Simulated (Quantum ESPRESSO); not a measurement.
# KCl (Sylvite) (Fm-3m) in Quantum ESPRESSO: notebook

The runs below take KCl (Sylvite) through band structure, single point, equation of state, with LDA.

Everything below comes from runs of Quantum ESPRESSO 7.5. Logs are shortened: lines on timing, memory, paths and dates and some standing lists are left out, and cuts for length are marked.

**Measured values to compare with.**

From a printed reference work, monograph, for a bulk crystal of KCl: band gap 8.68 eV.

The results are compared with them further down.

### Step 1. The crystal as given

It takes space group Fm-3m (No. 225, cubic). Conventional cell: a = 6.293 Å, b = 6.293 Å, c = 6.293 Å, α = 90.00°, β = 90.00°, γ = 90.00°. K (site symmetry m-3m) has 6 Cl at 3.15 Å as nearest neighbours. Around Cl (site symmetry m-3m) lie 6 K at 3.15 Å.

### Step 2. Band structure, LDA

pw.in

```
&CONTROL
  calculation = 'scf'
  prefix = 'pwscf'
  outdir = './tmp'
  pseudo_dir = './pseudo'
  tprnfor = .true.
  tstress = .true.
  disk_io = 'low'
/
&SYSTEM
  ibrav = 0
  A = 4.44978055
  nat = 2
  ntyp = 2
  ecutwfc = 72
  nbnd = 14
  occupations = 'smearing'
  smearing = 'fd'
  degauss = 0.00367493
/
&ELECTRONS
  conv_thr = 4d-10
  electron_maxstep = 120
  mixing_beta = 0.5
/
ATOMIC_SPECIES
K     39.0983 K.upf
Cl    35.4500 Cl.upf
CELL_PARAMETERS alat
   0.0000000000    0.7071067808    0.7071067808
   0.7071067808    0.0000000000    0.7071067808
   0.7071067808    0.7071067808    0.0000000000
ATOMIC_POSITIONS alat
K      0.0000000000    0.0000000000    0.0000000000
Cl     0.7071067808    0.7071067808    0.7071067808
K_POINTS automatic
7 7 7 0 0 0
```

bands.in

```
&CONTROL
  calculation = 'bands'
  prefix = 'pwscf'
  outdir = './tmp'
  pseudo_dir = './pseudo'
  disk_io = 'low'
  verbosity = 'high'
/
&SYSTEM
  ibrav = 0
  A = 4.44978055
  nat = 2
  ntyp = 2
  ecutwfc = 72
  nbnd = 14
  occupations = 'smearing'
  smearing = 'fd'
  degauss = 0.00367493
/
&ELECTRONS
  conv_thr = 1d-08
  electron_maxstep = 120
  mixing_beta = 0.5
  diago_full_acc = .true.
/
ATOMIC_SPECIES
K     39.0983 K.upf
Cl    35.4500 Cl.upf
CELL_PARAMETERS alat
   0.0000000000    0.7071067808    0.7071067808
   0.7071067808    0.0000000000    0.7071067808
   0.7071067808    0.7071067808    0.0000000000
ATOMIC_POSITIONS alat
K      0.0000000000    0.0000000000    0.0000000000
Cl     0.7071067808    0.7071067808    0.7071067808
K_POINTS crystal
60
 0.0000000000  0.0000000000  0.0000000000 1
 0.0625000000  0.0000000000  0.0625000000 1
 0.1250000000  0.0000000000  0.1250000000 1
 0.1875000000  0.0000000000  0.1875000000 1
 0.2500000000  0.0000000000  0.2500000000 1
 0.3125000000  0.0000000000  0.3125000000 1
 0.3750000000  0.0000000000  0.3750000000 1
 0.4375000000  0.0000000000  0.4375000000 1
 0.5000000000  0.0000000000  0.5000000000 1
 0.5000000000  0.0625000000  0.5625000000 1
 0.5000000000  0.1250000000  0.6250000000 1
 0.5000000000  0.1875000000  0.6875000000 1
 0.5000000000  0.2500000000  0.7500000000 1
 0.4375000000  0.3125000000  0.7500000000 1
 0.3750000000  0.3750000000  0.7500000000 1
 0.3375000000  0.3375000000  0.6750000000 1
 0.3000000000  0.3000000000  0.6000000000 1
 0.2625000000  0.2625000000  0.5250000000 1
 0.2250000000  0.2250000000  0.4500000000 1
 0.1875000000  0.1875000000  0.3750000000 1
 0.1500000000  0.1500000000  0.3000000000 1
 0.1125000000  0.1125000000  0.2250000000 1
 0.0750000000  0.0750000000  0.1500000000 1
 0.0375000000  0.0375000000  0.0750000000 1
 0.0000000000  0.0000000000  0.0000000000 1
 0.0625000000  0.0625000000  0.0625000000 1
 0.1250000000  0.1250000000  0.1250000000 1
 0.1875000000  0.1875000000  0.1875000000 1
 0.2500000000  0.2500000000  0.2500000000 1
 0.3125000000  0.3125000000  0.3125000000 1
 0.3750000000  0.3750000000  0.3750000000 1
 0.4375000000  0.4375000000  0.4375000000 1
 0.5000000000  0.5000000000  0.5000000000 1
 0.5250000000  0.4500000000  0.5250000000 1
 0.5500000000  0.4000000000  0.5500000000 1
 0.5750000000  0.3500000000  0.5750000000 1
 0.6000000000  0.3000000000  0.6000000000 1
 0.6250000000  0.2500000000  0.6250000000 1
 0.5833333333  0.2500000000  0.6666666667 1
 0.5416666667  0.2500000000  0.7083333333 1
 0.5000000000  0.2500000000  0.7500000000 1
 0.5000000000  0.2857142857  0.7142857143 1
 0.5000000000  0.3214285714  0.6785714286 1
 0.5000000000  0.3571428571  0.6428571429 1
 0.5000000000  0.3928571429  0.6071428571 1
 0.5000000000  0.4285714286  0.5714285714 1
 0.5000000000  0.4642857143  0.5357142857 1
 0.5000000000  0.5000000000  0.5000000000 1
 0.4821428571  0.4821428571  0.5357142857 1
 0.4642857143  0.4642857143  0.5714285714 1
 0.4464285714  0.4464285714  0.6071428571 1
 0.4285714286  0.4285714286  0.6428571429 1
 0.4107142857  0.4107142857  0.6785714286 1
 0.3928571429  0.3928571429  0.7142857143 1
 0.3750000000  0.3750000000  0.7500000000 1
 0.6250000000  0.2500000000  0.6250000000 1
 0.5937500000  0.1875000000  0.5937500000 1
 0.5625000000  0.1250000000  0.5625000000 1
 0.5312500000  0.0625000000  0.5312500000 1
 0.5000000000  0.0000000000  0.5000000000 1
```

Potentials or basis: PseudoDojo 0.4.1 SR LDA standard.

Started as:

```sh
OMP_NUM_THREADS=1 pw.x -in pw.in > pw.out
OMP_NUM_THREADS=1 pw.x -in bands.in > bands.out
```

pw.out:

```text
This program is part of the open-source Quantum ESPRESSO suite
     for quantum simulation of materials; please cite
[... 9 lines left out ...]
     --------------------
     sticks:   dense  smooth     PW     G-vecs:    dense   smooth      PW
     Sum        1393    1393    421                34621    34621    5521

     Using Slab Decomposition

     bravais-lattice index     =            0
     lattice parameter (alat)  =       8.4089  a.u.
     unit-cell volume          =     420.4336 (a.u.)^3
     number of atoms/cell      =            2
     number of atomic types    =            2
     number of electrons       =        16.00
     number of Kohn-Sham states=           14
     kinetic-energy cutoff     =      72.0000  Ry
     charge density cutoff     =     288.0000  Ry
     scf convergence threshold =      4.0E-10
     mixing beta               =       0.5000
     number of iterations used =            8  plain     mixing
     Exchange-correlation= SLA  PW   NOGX NOGC
                           (   1   4   0   0   0   0   0)

     celldm(1)=   8.408867  celldm(2)=   0.000000  celldm(3)=   0.000000
     celldm(4)=   0.000000  celldm(5)=   0.000000  celldm(6)=   0.000000

     crystal axes: (cart. coord. in units of alat)
               a(1) = (   0.000000   0.707107   0.707107 )
               a(2) = (   0.707107   0.000000   0.707107 )
               a(3) = (   0.707107   0.707107   0.000000 )

     reciprocal axes: (cart. coord. in units 2 pi/alat)
               b(1) = ( -0.707107  0.707107  0.707107 )
               b(2) = (  0.707107 -0.707107  0.707107 )
               b(3) = (  0.707107  0.707107 -0.707107 )

     PseudoPot. # 1 for K  read from file:
     K.upf
     Pseudo is Norm-conserving + core correction, Zval =  9.0
     Generated using ONCVPSP code by D. R. Hamann
     Using radial grid of 2170 points,  6 beta functions with:
                l(1) =   0
                l(2) =   0
                l(3) =   1
                l(4) =   1
                l(5) =   2
                l(6) =   2

     PseudoPot. # 2 for Cl read from file:
     Cl.upf
     Pseudo is Norm-conserving + core correction, Zval =  7.0
     Generated using ONCVPSP code by D. R. Hamann
     Using radial grid of 1016 points,  6 beta functions with:
                l(1) =   0
                l(2) =   0
                l(3) =   1
                l(4) =   1
                l(5) =   2
                l(6) =   2

     atomic species   valence    mass     pseudopotential
     K                 9.00    39.09830     K ( 1.00)
     Cl                7.00    35.45000     Cl( 1.00)

     48 Sym. Ops., with inversion, found

   Cartesian axes

     site n.     atom                  positions (alat units)
         1        K      tau(   1) = (   0.0000000   0.0000000   0.0000000  )
         2        Cl     tau(   2) = (   0.7071068   0.7071068   0.7071068  )

     number of k points=    20  Fermi-Dirac smearing, width (Ry)=  0.0037
                       cart. coord. in units 2pi/alat
        k(    1) = (   0.0000000   0.0000000   0.0000000), wk =   0.0058309
        k(    2) = (   0.1010153   0.1010153  -0.1010153), wk =   0.0466472
        k(    3) = (   0.2020305   0.2020305  -0.2020305), wk =   0.0466472
        k(    4) = (   0.3030458   0.3030458  -0.3030458), wk =   0.0466472
        k(    5) = (   0.2020305  -0.0000000   0.0000000), wk =   0.0349854
        k(    6) = (   0.3030458   0.1010153  -0.1010153), wk =   0.1399417
[... 12 lines left out ...]
        k(   19) = (  -0.1010153  -0.5050763   0.7071068), wk =   0.1399417
        k(   20) = (   0.0000000  -0.4040610   0.6060915), wk =   0.1399417

     Dense  grid:    34621 G-vectors     FFT dimensions: (  45,  45,  45)

     Initial potential from superposition of free atoms

     starting charge      15.9839, renormalised to      16.0000
     Starting wfcs are    9 randomized atomic wfcs +    5 random wfcs

     Self-consistent Calculation

     iteration #  1     ecut=    72.00 Ry     beta= 0.50
     Davidson diagonalization with overlap
     ethr =  1.00E-02,  avg # of iterations =  7.4

     Threshold (ethr) on eigenvalues was too large:
     Diagonalizing with lowered threshold

     Davidson diagonalization with overlap
     ethr =  3.98E-04,  avg # of iterations =  3.4

     total energy              =     -92.91588746 Ry
     estimated scf accuracy    <       0.06156324 Ry

     iteration #  2     ecut=    72.00 Ry     beta= 0.50
     Davidson diagonalization with overlap
     ethr =  3.85E-04,  avg # of iterations =  3.4

     total energy              =     -92.92971259 Ry
     estimated scf accuracy    <       0.00392813 Ry

     iteration #  3     ecut=    72.00 Ry     beta= 0.50
     Davidson diagonalization with overlap
     ethr =  2.46E-05,  avg # of iterations =  7.5

     total energy              =     -92.93006706 Ry
     estimated scf accuracy    <       0.00071098 Ry

     iteration #  4     ecut=    72.00 Ry     beta= 0.50
     Davidson diagonalization with overlap
     ethr =  4.44E-06,  avg # of iterations =  4.8

     total energy              =     -92.93009662 Ry
     estimated scf accuracy    <       0.00000546 Ry

     iteration #  5     ecut=    72.00 Ry     beta= 0.50
     Davidson diagonalization with overlap
     ethr =  3.41E-08,  avg # of iterations =  2.8

     total energy              =     -92.93009887 Ry
     estimated scf accuracy    <       0.00000042 Ry

     iteration #  6     ecut=    72.00 Ry     beta= 0.50
     Davidson diagonalization with overlap
     ethr =  2.63E-09,  avg # of iterations =  2.7

     total energy              =     -92.93009893 Ry
     estimated scf accuracy    <       0.00000010 Ry

     iteration #  7     ecut=    72.00 Ry     beta= 0.50
     Davidson diagonalization with overlap
     ethr =  6.55E-10,  avg # of iterations =  2.0

     total energy              =     -92.93009896 Ry
     estimated scf accuracy    <          4.9E-10 Ry

     iteration #  8     ecut=    72.00 Ry     beta= 0.50
     Davidson diagonalization with overlap
     ethr =  3.05E-12,  avg # of iterations =  4.3

     total energy              =     -92.93009896 Ry
     estimated scf accuracy    <          9.4E-10 Ry

     iteration #  9     ecut=    72.00 Ry     beta= 0.50
     Davidson diagonalization with overlap
     ethr =  3.05E-12,  avg # of iterations =  2.0

     End of self-consistent calculation

          k = 0.0000 0.0000 0.0000 (  4285 PWs)   bands (ev):

   -26.2411 -11.4105  -9.8968  -9.8968  -9.8968   0.6387   0.6387   0.6387
     5.3833   8.7151   8.7151   8.7151   9.6297   9.6297

          k = 0.1010 0.1010-0.1010 (  4354 PWs)   bands (ev):

   -26.2388 -11.4504  -9.8988  -9.8988  -9.8469   0.3745   0.5694   0.5694
     5.8806   8.5528   8.9718   8.9718   9.9051   9.9051

          k = 0.2020 0.2020-0.2020 (  4344 PWs)   bands (ev):

   -26.2339 -11.5322  -9.9032  -9.9032  -9.7420  -0.1159   0.4212   0.4212
     6.9468   8.4863   9.6881   9.6882  10.6363  10.6363

          k = 0.3030 0.3030-0.3030 (  4359 PWs)   bands (ev):

   -26.2299 -11.5917  -9.9067  -9.9067  -9.6634  -0.4459   0.3090   0.3090
     7.7168   8.8054  10.6516  10.6516  11.4701  11.4701

          k = 0.2020-0.0000 0.0000 (  4364 PWs)   bands (ev):

   -26.2381 -11.4503  -9.9082  -9.9082  -9.8336   0.2804   0.5817   0.5817
     5.9963   8.1752   9.2399   9.2399   9.7899  10.1640

          k = 0.3030 0.1010-0.1010 (  4354 PWs)   bands (ev):

   -26.2341 -11.4909  -9.9173  -9.9135  -9.7843  -0.0285   0.4484   0.4847
     6.8207   7.9552   9.8151   9.9389  10.2014  10.7516

          k = 0.4041 0.2020-0.2020 (  4336 PWs)   bands (ev):

   -26.2298 -11.5379  -9.9226  -9.9192  -9.7280  -0.2940   0.2880   0.3578
     7.6910   8.3620  10.4435  10.8678  10.9625  11.0748

          k =-0.2020-0.4041 0.4041 (  4342 PWs)   bands (ev):

   -26.2285 -11.5575  -9.9352  -9.9126  -9.6987  -0.3817   0.2541   0.2940
     7.9567   8.7902  10.5978  10.8127  11.0118  12.1333

          k =-0.1010-0.3030 0.3030 (  4337 PWs)   bands (ev):

   -26.2311 -11.5374  -9.9369  -9.9024  -9.7208  -0.2387   0.3365   0.3611
     7.5052   8.4098   9.9072  10.4938  10.5486  11.4302

          k =-0.0000-0.2020 0.2020 (  4349 PWs)   bands (ev):

   -26.2357 -11.4906  -9.9207  -9.8962  -9.7859   0.0798   0.4577   0.5123
     6.5330   8.3133   9.2102   9.6877  10.1131  10.5129

          k = 0.4041-0.0000 0.0000 (  4316 PWs)   bands (ev):

   -26.2317 -11.4439  -9.9339  -9.9339  -9.8429  -0.0912   0.4768   0.4768
     7.1893   7.3527  10.1929  10.6066  10.6066  10.9469

          k = 0.5051 0.1010-0.1010 (  4339 PWs)   bands (ev):

   -26.2284 -11.4264  -9.9599  -9.9406  -9.8638  -0.1287   0.3339   0.4041
     7.3053   8.0523  10.6240  10.6245  11.1522  11.4010

          k =-0.1010-0.5051 0.5051 (  4334 PWs)   bands (ev):

   -26.2267 -11.4523  -9.9958  -9.9324  -9.8063  -0.1168   0.1424   0.3236
     7.7648   8.9204  10.0651  10.5037  11.2452  11.5649

          k = 0.0000-0.4041 0.4041 (  4345 PWs)   bands (ev):

   -26.2279 -11.5021  -9.9838  -9.9154  -9.7436  -0.2178   0.2110   0.2941
     8.1040   8.6052  10.0139  10.5470  10.7998  12.2360

          k = 0.6061-0.0000 0.0000 (  4312 PWs)   bands (ev):

   -26.2266 -11.3330 -10.0125  -9.9547  -9.9547  -0.0801   0.4121   0.4121
     6.8693   8.3562  10.4355  10.5750  11.2639  11.9388

          k =-0.0000-0.6061 0.6061 (  4320 PWs)   bands (ev):

   -26.2259 -11.3453 -10.0435  -9.9511  -9.9135  -0.0247   0.2648   0.3759
     7.0805   8.9435   9.8707  10.7961  10.8662  12.4581

          k = 0.4041 0.2020 0.0000 (  4346 PWs)   bands (ev):

   -26.2305 -11.4900  -9.9492  -9.9182  -9.7770  -0.1636   0.3537   0.3834
     7.6034   7.8159  10.3895  10.4131  10.7572  11.1598

          k =-0.2020-0.4041 0.6061 (  4352 PWs)   bands (ev):

   -26.2276 -11.4878  -9.9665  -9.9388  -9.7648  -0.2029   0.2210   0.2906
     8.0570   8.4619  10.1289  10.6887  11.2410  11.7397

          k =-0.1010-0.5051 0.7071 (  4324 PWs)   bands (ev):

   -26.2264 -11.3921 -10.0058  -9.9722  -9.8541  -0.0477   0.2593   0.3022
     7.4093   8.7591   9.8173  10.8213  11.0971  11.8876

          k = 0.0000-0.4041 0.6061 (  4326 PWs)   bands (ev):

   -26.2260 -11.4202 -10.0117  -9.9725  -9.8053   0.0183   0.1016   0.2529
     8.0093   8.7111   9.7933  10.2665  11.7662  11.8454

     the Fermi energy is     3.0333 ev

!    total energy              =     -92.93009896 Ry
     estimated scf accuracy    <          8.1E-12 Ry
     smearing contrib. (-TS)   =       0.00000000 Ry
     internal energy E=F+TS    =     -92.93009896 Ry

     The total energy is F=E-TS. E is the sum of the following terms:
     one-electron contribution =     -29.58300398 Ry
     hartree contribution      =      19.72537607 Ry
     xc contribution           =     -21.40559100 Ry
     ewald contribution        =     -61.66688004 Ry

     convergence has been achieved in   9 iterations

     Forces acting on atoms (cartesian axes, Ry/au):

     atom    1 type  1   force =     0.00000000    0.00000000   -0.00000000
     atom    2 type  2   force =     0.00000000   -0.00000000   -0.00000000

     Total force =     0.000000     Total SCF correction =     0.000000

     Computing stress (Cartesian axis) and pressure

          total   stress  (Ry/bohr**3)                   (kbar)     P=      -19.76
  -0.00013430  -0.00000000  -0.00000000          -19.76       -0.00       -0.00
  -0.00000000  -0.00013430  -0.00000000           -0.00      -19.76       -0.00
  -0.00000000  -0.00000000  -0.00013430           -0.00       -0.00      -19.76

=------------------------------------------------------------------------------=
   JOB DONE.
=------------------------------------------------------------------------------=
```

It took 64 s on 1 thread of Arm Neoverse V2, shared host; peak memory 0.09 GiB.

Results:

* Free energy: -1264.3784 eV
* Pressure: -2.0 GPa
* Band gap on the k mesh: 4.74 eV, direct
* Band gap along the path: 4.74 eV, direct

Levels at the corners of the path, in eV from the valence-band top:
```
point  band 4  band 5  band 6  band 7  band 8  band 9  band 10  band 11  band 12  band 13
    Γ  -10.54  -10.54    0.00    0.00    0.00    4.74     8.08     8.08     8.08     8.99
    X  -10.60  -10.60   -0.70   -0.23   -0.23    6.17     7.96     9.64    10.00    10.36
    W  -10.64  -10.44   -0.52   -0.50   -0.50    7.68     7.68     9.10     9.57    11.48
    K  -10.58  -10.48   -0.60   -0.59   -0.31    6.92     8.71     8.93     9.80    10.68
    Γ  -10.54  -10.54    0.00    0.00    0.00    4.74     8.08     8.08     8.08     8.99
    L  -10.55  -10.29   -1.13   -0.35   -0.35    7.18     8.26    10.26    10.26    11.03
    U  -10.58  -10.48   -0.60   -0.59   -0.31    6.92     8.71     8.93     9.80    10.68
    W  -10.64  -10.44   -0.52   -0.50   -0.50    7.68     7.68     9.10     9.57    11.48
    L  -10.55  -10.29   -1.13   -0.35   -0.35    7.18     8.26    10.26    10.26    11.03
    K  -10.58  -10.48   -0.60   -0.59   -0.31    6.92     8.71     8.93     9.80    10.68
    U  -10.58  -10.48   -0.60   -0.59   -0.31    6.92     8.71     8.93     9.80    10.68
    X  -10.60  -10.60   -0.70   -0.23   -0.23    6.17     7.96     9.64    10.00    10.36
```

Caveat: some levels on the path didn't converge.

(Continued in part 2 of 2.)
